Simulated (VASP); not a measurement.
# Sn (I4_1/amd) in VASP: a series of runs, part 2 of 2

VASP 6.6.1. Earlier steps stand in the parts before.

### 4 Relaxation of shape and atoms at fixed volume, PBEsol (a relaxed cell with its volume scaled by 1.04)

The input, INCAR:

```
SYSTEM = Sn
ALGO = Normal
EDIFF = 1E-7
EDIFFG = -0.01
ENCUT = 600
GGA = PS
IBRION = 2
ISIF = 4
ISMEAR = 0
LASPH = .True.
LCHARG = .False.
LREAL = .False.
LWAVE = .False.
NELM = 80
NSW = 40
PREC = Accurate
SIGMA = 0.03
```

The input, KPOINTS:

```
k-points
0
Gamma
  12 12 12
  0 0 0
```

The input, POSCAR:

```
Sn                                      
1.0
   -2.9519899167      2.9519899167      1.6019332663
    2.9519899167     -2.9519899167      1.6019332663
    2.9519899167      2.9519899167     -1.6019332663
  Sn            
     2
Direct
     0.0000000000000000    0.0000000000000000    0.0000000000000000
     0.7500000000000000    0.2500000000000000    0.5000000000000000
```

Potentials or basis: VASP PAW PBE potentials, release 64 (Sn_d).

On the command line:

```console
$ cat potpaw_PBE.64/Sn_d/POTCAR > POTCAR
$ mpirun -np 1 vasp_std > vasp.out
```

OUTCAR:

```text
SYSTEM = Sn
   EDIFF = 1E-7
   EDIFFG = -0.01
   ENCUT = 600
   GGA = PS
   IBRION = 2
   ISIF = 4
   ISMEAR = 0
   LASPH = .True.
   LREAL = .False.
   NELM = 80
   NSW = 40
   PREC = Accurate

 ion  position               nearest neighbor table
   1  0.000  0.000  0.000-   2 3.06   2 3.06   2 3.06   2 3.06
   2  0.750  0.250  0.500-   1 3.06   1 3.06   1 3.06   1 3.06

  LATTYP: Found a body centered tetragonal cell.
 ALAT       =     5.9039798334
 C/A-ratio  =     0.5426621742

  Lattice vectors:

 A1 = (  -2.9519899167,   2.9519899167,   1.6019332663)
 A2 = (   2.9519899167,  -2.9519899167,   1.6019332663)
 A3 = (   2.9519899167,   2.9519899167,  -1.6019332663)

Analysis of symmetry for initial positions (statically):
=====================================================================
 Subroutine PRICEL returns:
 Original cell was already a primitive cell.

 Routine SETGRP: Setting up the symmetry group for a
 body centered tetragonal supercell.

 Subroutine GETGRP returns: Found 16 space group operations
 (whereof  8 operations were pure point group operations)
 out of a pool of 16 trial point group operations.

The static configuration has the point symmetry D_2d.
 The point group associated with its full space group is D_4h.

Analysis of symmetry for dynamics (positions and initial velocities):
=====================================================================
 Subroutine PRICEL returns:
 Original cell was already a primitive cell.

 Routine SETGRP: Setting up the symmetry group for a
 body centered tetragonal supercell.

 Subroutine GETGRP returns: Found 16 space group operations
 (whereof  8 operations were pure point group operations)
 out of a pool of 16 trial point group operations.

The dynamic configuration has the point symmetry D_2d.
 The point group associated with its full space group is D_4h.

 Subroutine INISYM returns: Found 16 space group operations
 (whereof  8 operations are pure point group operations),
 and found     1 'primitive' translations

----------------------------------------------------------------------------------------

                                     Primitive cell

  volume of cell :      55.8386

  direct lattice vectors                    reciprocal lattice vectors
    -2.951989917  2.951989917  1.601933266     0.000000000  0.169377272  0.312122865
     2.951989917 -2.951989917  1.601933266     0.169377272  0.000000000  0.312122865
     2.951989917  2.951989917 -1.601933266     0.169377272  0.169377272  0.000000000

  length of vectors
     4.471541024  4.471541024  4.471541024     0.355118773  0.355118773  0.239535636

  position of ions in fractional coordinates (direct lattice)
     0.000000000  0.000000000  0.000000000
     0.750000000  0.250000000  0.500000000

  ion indices of the primitive-cell ions
   primitive index   ion index
                 1           1
                 2           2

[... 99 lines left out ...]
   IVDW    =     0    specifies the selected vdW correction
   LEPSILON=     F    determine dielectric tensor
   LRPA    =     F    only Hartree local field effects (RPA)
 conjugate gradient relaxation of ions
 non-spin polarized calculation
 Gauss-broadening in eV      SIGMA  =   0.03
  energy-cutoff  :      600.00
  volume of cell :       55.84
 maximum number of plane-waves:      1896
   NGX = 17   NGY = 17   NGZ = 17

--------------------------------------- Ionic step        1  -------------------------------------------

 number of electron      27.9999987 magnetization

 Free energy of the ion-electron system (eV)
  ---------------------------------------------------
  ext. energy  EPLUGINS =         0.00000000
  ---------------------------------------------------
  free energy    TOTEN  =        -8.50881423 eV

  energy without entropy =       -8.50835186  energy(sigma->0) =       -8.50858305

------------------------ aborting loop because EDIFF is reached ----------------------------------------

  FORCE on cell =-STRESS in cart. coord.  units (eV):
  Direction    XX          YY          ZZ          XY          YZ          ZX
  --------------------------------------------------------------------------------------
  -------------------------------------------------------------------------------------
  Total       -0.7342665     -0.7342665     -0.6353157      0.0000000      0.0000000      0.0000000
  in kB      -21.0683318    -21.0683318    -18.2291320      0.0000000      0.0000000      0.0000000
  external PRESSURE =     -20.1219319 kB  Pullay stress =       0.0000000 kB

 VOLUME and BASIS-vectors are now :
 -----------------------------------------------------------------------------
  energy-cutoff  :      600.00
  volume of cell :       55.84
      direct lattice vectors                 reciprocal lattice vectors
    -2.951989917  2.951989917  1.601933266     0.000000000  0.169377272  0.312122865
     2.951989917 -2.951989917  1.601933266     0.169377272  0.000000000  0.312122865
     2.951989917  2.951989917 -1.601933266     0.169377272  0.169377272  0.000000000

 POSITION                                       TOTAL-FORCE (eV/Angst)
 -----------------------------------------------------------------------------------
      0.00000      0.00000      0.00000         0.000000     -0.000000      0.000000
      0.00000      2.95199      0.80097        -0.000000      0.000000     -0.000000
 -----------------------------------------------------------------------------------
    total drift:                               -0.000000      0.000000     -0.000000

  FREE ENERGIE OF THE ION-ELECTRON SYSTEM (eV)
  ---------------------------------------------------
  free  energy   TOTEN  =        -8.5088142280 eV

  energy  without entropy=       -8.5083518641  energy(sigma->0) =       -8.50858305

--------------------------------------- Ionic step        2  -------------------------------------------

 number of electron      27.9999987 magnetization

 Free energy of the ion-electron system (eV)
  ---------------------------------------------------
  ext. energy  EPLUGINS =         0.00000000
  ---------------------------------------------------
  free energy    TOTEN  =        -8.50891655 eV

  energy without entropy =       -8.50849319  energy(sigma->0) =       -8.50870487

 E-fermi :   7.4535     XC(G=0): -10.3187

 val. band max:        7.4333226901   @ k =   0.3333   0.1667   0.0000
 cond. band min:       7.4594502923   @ k =   0.4167   0.4167  -0.0000
 fundamental gap:      0.0261276022
 Fermi energy:         7.4534934141

 k-point     1 :       0.0000    0.0000    0.0000
  band No.  band energies     occupation
      1     -14.0420      2.00000
      2     -13.9662      2.00000
      3     -13.9236      2.00000
      4     -13.9145      2.00000
      5     -13.7753      2.00000
      6     -13.7753      2.00000
[... 481 lines left out ...]
      5     -13.8215      2.00000
      6     -13.7962      2.00000
[... 10 lines left out ...]
     17      10.3877      0.00000
     18      12.7147      0.00000

 [... further k-points ...]
[... 5 lines left out ...]
  --------------------------------------------------------------------------------------
  -------------------------------------------------------------------------------------
  Total       -0.7025153     -0.7025153     -0.6749420      0.0000000      0.0000000      0.0000000
  in kB      -20.1572934    -20.1572934    -19.3661329      0.0000000      0.0000000      0.0000000
  external PRESSURE =     -19.8935732 kB  Pullay stress =       0.0000000 kB

 VOLUME and BASIS-vectors are now :
 -----------------------------------------------------------------------------
  energy-cutoff  :      600.00
  volume of cell :       55.84
      direct lattice vectors                 reciprocal lattice vectors
    -2.949643154  2.949643154  1.604483305     0.000000000  0.169512030  0.311626801
     2.949643154 -2.949643154  1.604483305     0.169512030  0.000000000  0.311626801
     2.949643154  2.949643154 -1.604483305     0.169512030  0.169512030  0.000000000

 POSITION                                       TOTAL-FORCE (eV/Angst)
 -----------------------------------------------------------------------------------
      0.00000     -0.00000      0.00000         0.000000     -0.000000     -0.000000
     -0.00000      2.94964      0.80224        -0.000000      0.000000      0.000000
 -----------------------------------------------------------------------------------
    total drift:                               -0.000000      0.000000     -0.000000

  FREE ENERGIE OF THE ION-ELECTRON SYSTEM (eV)
  ---------------------------------------------------
  free  energy   TOTEN  =        -8.5089165528 eV

  energy  without entropy=       -8.5084931863  energy(sigma->0) =       -8.50870487

 reached required accuracy - stopping structural energy minimisation
```

It took 3.1 min on 1 thread of Intel Xeon Platinum 8259CL at 2.50GHz (Skylake/Cascade Lake), shared host; peak memory 0.32 GiB.

Results:

| Property | Result |
| --- | --- |
| Free energy | -8.5089 eV |
| Energy gained by relaxing | 0.1 meV/atom |
| Ionic steps | 2 |
| Pressure after relaxing | -2.0 GPa |
| Band gap on the k mesh | none (metal or under the smearing width) |

Step by step:
```
step  energy change (eV)  largest force (eV/Å)  pressure (GPa)
   1              0.0000                0.0000           -2.01
   2             -0.0001                0.0000           -1.99
```

Final structure:
```
CELL_PARAMETERS angstrom
-2.94964 2.94964 1.60448
2.94964 -2.94964 1.60448
2.94964 2.94964 -1.60448
ATOMIC_POSITIONS crystal
Sn 0.00000 0.00000 0.00000
Sn 0.75000 0.25000 0.50000
```

Caveat: the PAW data sets were made with another functional, which shifts forces and pressure a little.

### 5 Relaxation of shape and atoms at fixed volume, PBEsol (a relaxed cell with its volume scaled by 1.06)

INCAR is that of step 4.

KPOINTS is that of step 4.

The input, POSCAR:

```
Sn                                      
1.0
   -2.9707929072      2.9707929072      1.6121369380
    2.9707929072     -2.9707929072      1.6121369380
    2.9707929072      2.9707929072     -1.6121369380
  Sn            
     2
Direct
     0.0000000000000000    0.0000000000000000    0.0000000000000000
     0.7500000000000000    0.2500000000000000    0.5000000000000000
```

Potentials or basis: VASP PAW PBE potentials, release 64 (Sn_d).

On the command line:

```console
$ cat potpaw_PBE.64/Sn_d/POTCAR > POTCAR
$ mpirun -np 1 vasp_std > vasp.out
```

OUTCAR:

```text
SYSTEM = Sn
   EDIFF = 1E-7
   EDIFFG = -0.01
   ENCUT = 600
   GGA = PS
   IBRION = 2
   ISIF = 4
   ISMEAR = 0
   LASPH = .True.
   LREAL = .False.
   NELM = 80
   NSW = 40
   PREC = Accurate

 ion  position               nearest neighbor table
   1  0.000  0.000  0.000-   2 3.08   2 3.08   2 3.08   2 3.08
   2  0.750  0.250  0.500-   1 3.08   1 3.08   1 3.08   1 3.08

  LATTYP: Found a body centered tetragonal cell.
 ALAT       =     5.9415858144
 C/A-ratio  =     0.5426621742

  Lattice vectors:

 A1 = (  -2.9707929072,   2.9707929072,   1.6121369380)
 A2 = (   2.9707929072,  -2.9707929072,   1.6121369380)
 A3 = (   2.9707929072,   2.9707929072,  -1.6121369380)

Analysis of symmetry for initial positions (statically):
[... 253 lines left out ...]
  ext. energy  EPLUGINS =         0.00000000
  ---------------------------------------------------
  free energy    TOTEN  =        -8.49288896 eV

  energy without entropy =       -8.49241235  energy(sigma->0) =       -8.49265065

 E-fermi :   7.2332     XC(G=0): -10.2303

 val. band max:        7.2295977376   @ k =  -0.3333  -0.4167   0.0833
 cond. band min:       7.2477656684   @ k =   0.4167   0.4167  -0.0000
 fundamental gap:      0.0181679308
 Fermi energy:         7.2331936918

 k-point     1 :       0.0000    0.0000    0.0000
  band No.  band energies     occupation
      1     -14.2439      2.00000
      2     -14.1724      2.00000
      3     -14.1307      2.00000
      4     -14.1227      2.00000
      5     -13.9932      2.00000
      6     -13.9932      2.00000
[... 481 lines left out ...]
      5     -14.0361      2.00000
      6     -14.0119      2.00000
[... 10 lines left out ...]
     17      10.1221      0.00000
     18      12.4187      0.00000

 [... further k-points ...]
[... 5 lines left out ...]
  --------------------------------------------------------------------------------------
  -------------------------------------------------------------------------------------
  Total       -1.0065719     -1.0065719     -0.9967473      0.0000000      0.0000000      0.0000000
  in kB      -28.3366636    -28.3366636    -28.0600853      0.0000000      0.0000000      0.0000000
  external PRESSURE =     -28.2444709 kB  Pullay stress =       0.0000000 kB
[... 17 lines left out ...]
  FREE ENERGIE OF THE ION-ELECTRON SYSTEM (eV)
  ---------------------------------------------------
  free  energy   TOTEN  =        -8.4928889557 eV

  energy  without entropy=       -8.4924123528  energy(sigma->0) =       -8.49265065

 reached required accuracy - stopping structural energy minimisation
```

OSZICAR:

```text
N       E                     dE             d eps       ncg     rms          rms(c)
DAV:   1     0.210160751734E+03    0.21016E+03   -0.16254E+04  5870   0.260E+03
DAV:   2     0.103743291613E+02   -0.19979E+03   -0.19774E+03  5870   0.473E+02
DAV:   3    -0.794077550699E+01   -0.18315E+02   -0.18112E+02  6752   0.144E+02
[... 19 lines left out ...]
DAV:   2    -0.849302740728E+01    0.26224E-03   -0.57695E-04  7060   0.418E-01    0.605E-02
DAV:   3    -0.849288497444E+01    0.14243E-03   -0.30991E-04  7666   0.280E-01    0.788E-03
DAV:   4    -0.849288904193E+01   -0.40675E-05   -0.59226E-05  6134   0.985E-02    0.464E-03
DAV:   5    -0.849288893446E+01    0.10747E-06   -0.17348E-06  8590   0.240E-02    0.983E-04
DAV:   6    -0.849288895572E+01   -0.21255E-07   -0.10068E-07  3284   0.378E-03
   3 F= -.84928890E+01 E0= -.84926507E+01  d E =-.132697E-03
```

CONTCAR:

```text
Sn
   1.00000000000000
    -2.9669759576423340    2.9669759576423340    1.6162875638201066
     2.9669759576423340   -2.9669759576423340    1.6162875638201066
     2.9669759576423340    2.9669759576423340   -1.6162875638201066
  Sn
     2
Direct
     0.0000000000000000    0.0000000000000000    0.0000000000000000
     0.7500000000000000    0.2500000000000000    0.5000000000000000

  0.00000000E+00  0.00000000E+00  0.00000000E+00
  0.00000000E+00  0.00000000E+00  0.00000000E+00
```

It took 4.2 min on 1 thread of Intel Xeon Platinum 8259CL at 2.50GHz (Skylake/Cascade Lake), shared host; peak memory 0.33 GiB.

Results:

- Free energy: -8.4929 eV
- Energy gained by relaxing: 0.1 meV/atom
- Ionic steps: 3
- Pressure after relaxing: -2.8 GPa
- Band gap on the k mesh: none (metal or under the smearing width)

The path:
```
step  energy change (eV)  largest force (eV/Å)  pressure (GPa)
   1              0.0000                0.0000           -2.83
   2             -0.0001                0.0000           -2.82
   3             -0.0001                0.0000           -2.82
```

Final structure:
```yaml
crystal:
  lattice:
    - [-2.96698, 2.96698, 1.61629]
    - [2.96698, -2.96698, 1.61629]
    - [2.96698, 2.96698, -1.61629]
  atoms:
    - { symbol: Sn, position: [0.00000, 0.00000, 0.00000] }
    - { symbol: Sn, position: [0.75000, 0.25000, 0.50000] }
```

Caveat: the PAW data sets were made with another functional, which shifts forces and pressure a little.

### 6 Relaxation of cell and atoms, r2SCAN

This run uses another cell than the first one, of 27.17 Å³/atom, 1.012 times its volume.

The input, INCAR:

```
  ALGO = Normal
  EDIFF = 1E-6
  EDIFFG = -0.01
  ENCUT = 600
  IBRION = 2
  ISIF = 3
  ISMEAR = 0
  LASPH = True
  LCHARG = False
  LMIXTAU = True
  LREAL = False
  LWAVE = False
  METAGGA = R2SCAN
  NELM = 80
  NSW = 90
  PREC = Accurate
  SIGMA = 0.03
```

The input, KPOINTS:

```
k-points
0
Gamma
  12 12 12
```

The input, POSCAR:

```
Sn
1.0
   -2.9196440750      2.9196440750      1.5938000000
    2.9196440750     -2.9196440750      1.5938000000
    2.9196440750      2.9196440750     -1.5938000000
Sn
2
Direct
    0.0000000000      0.0000000000      0.0000000000
    0.7500000000      0.2500000000      0.5000000000
```

Potentials or basis: VASP PAW PBE potentials, release 64 (Sn_d).

On the command line:

```console
$ cat potpaw_PBE.64/Sn_d/POTCAR > POTCAR
$ mpirun -np 1 vasp_std > vasp.out
```

Run time: 23 min. Hardware: 1 thread of Intel Xeon Platinum 8488C (Sapphire Rapids), shared host; peak memory 0.34 GiB.

It converged, with:

- Free energy: -49.2487 eV
- Relaxed volume: 27.57 Å³/atom
- Relaxed cell: a = 4.453 Å, b = 4.453 Å, c = 4.453 Å, α = 97.37°, β = 97.37°, γ = 138.03°
- Space group after relaxing (to 0.05 Å): I4_1/amd (No. 141)
- Energy gained by relaxing: 1.2 meV/atom
- Ionic steps: 5
- Pressure after relaxing: 0.0 GPa
- Band gap on the k mesh: none (metal or under the smearing width)

The path:
| step | energy change (eV) | largest force (eV/Å) | pressure (GPa) | volume (Å³) |
| --- | --- | --- | --- | --- |
| 1 | 0.0000 | 0.0000 | 0.82 | 54.34 |
| 2 | -0.0020 | 0.0000 | -0.31 | 55.44 |
| 3 | -0.0023 | 0.0000 | -0.04 | 55.17 |
| 4 | -0.0024 | 0.0000 | -0.04 | 55.14 |
| 5 | -0.0024 | 0.0000 | -0.02 | 55.13 |

Final structure:
```
Sn
1.0
    -2.93982    2.93982    1.59484
     2.93982   -2.93982    1.59484
     2.93982    2.93982   -1.59484
Sn
2
Direct
  0.00000 0.00000 0.00000
  0.75000 0.25000 0.50000
```

Levels at points of the mesh, in eV from the Fermi level:
| k point | band 11 | band 12 | band 13 | band 14 | band 15 | band 16 | band 17 | band 18 |
| --- | --- | --- | --- | --- | --- | --- | --- | --- |
| (0.00, 0.00, 0.00) | -11.53 | -3.73 | -2.12 | -2.12 | 3.38 | 6.45 | 6.45 | 7.20 |
| (0.50, 0.00, 0.00) | -7.12 | -5.54 | -2.33 | -1.84 | -1.21 | 2.55 | 3.00 | 4.90 |
| (0.50, 0.50, 0.00) | -9.21 | -9.21 | 0.55 | 0.55 | 1.75 | 1.75 | 6.43 | 6.43 |
| (0.50, 0.50, 0.50) | -7.84 | -7.84 | -4.94 | -4.94 | 5.39 | 5.39 | 9.74 | 9.74 |

Caveat: the PAW data sets were made with another functional, which shifts forces and pressure a little. Zero-point motion and thermal expansion aren't in these numbers.

### 7 Overview

| task | level | cell | gap on the mesh (eV) | pressure (GPa) |
| --- | --- | --- | --- | --- |
| relaxation of shape and atoms at fixed volume | PBEsol | atoms relaxed at fixed volume | none | 0.0 |
| relaxation of shape and atoms at fixed volume | PBEsol | atoms relaxed at fixed volume from: a relaxed cell with its volume scaled by 1.02 | none | -1.1 |
| relaxation of shape and atoms at fixed volume | PBEsol | atoms relaxed at fixed volume from: a relaxed cell with its volume scaled by 1.04 | none | -2.0 |
| relaxation of shape and atoms at fixed volume | PBEsol | atoms relaxed at fixed volume from: a relaxed cell with its volume scaled by 1.06 | none | -2.8 |
| relaxation of cell and atoms | r2SCAN | relaxed | none | 0.0 |

Alike in all rows: potentials or basis VASP PAW PBE potentials, release 64 (Sn_d); no spin polarisation; k mesh 12 × 12 × 12; cutoff (eV) 600; smearing gaussian 0.03 eV.

Caveats: the PAW data sets were made with another functional, which shifts forces and pressure a little; the relaxation stopped at its first step, so nothing moved (some runs).

Absolute energies hang on the potentials; compare differences alone.
